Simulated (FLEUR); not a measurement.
C: equation of state with LDA

C, a slab with vacuum:

```
CELL_PARAMETERS angstrom
2.45617 0.00000 0.00000
-1.22809 2.12711 0.00000
0.00000 0.00000 8.52380
ATOMIC_POSITIONS crystal
C 0.66667 0.33333 0.00000
C 0.33333 0.66667 0.00000
```

The slab is cut from a database's or a generator's crystal, which needn't be the stable form of the element.

* Program: FLEUR MaX-R8.1 (later development tree)
* Task: equation of state
* Functional: LDA
* Potentials or basis: all-electron
* Basis: FLAPW
* Kmax: 6 1/bohr
* k mesh: 12 × 12 × 3
* Occupations: fermi-dirac, width 0.05 eV
* Spin: no spin polarisation

```
Equilibrium volume                        : 21.95 Å³/atom
Bulk modulus at fixed shape and positions : 114 GPa
Pressure derivative of the bulk modulus   : 3.5 (rough: it moves with the points fitted)
```

Energy against volume, from the lowest point:
```tsv
volume (Å³/atom)	energy (meV/atom)
20.930	16.73
21.376	4.11
22.266	0.00
23.157	20.04
23.602	37.85
```

Caveat: the cell was scaled at fixed shape and fractional positions, which overstates the stiffness of a crystal with free parameters, most of all of layers and chains.
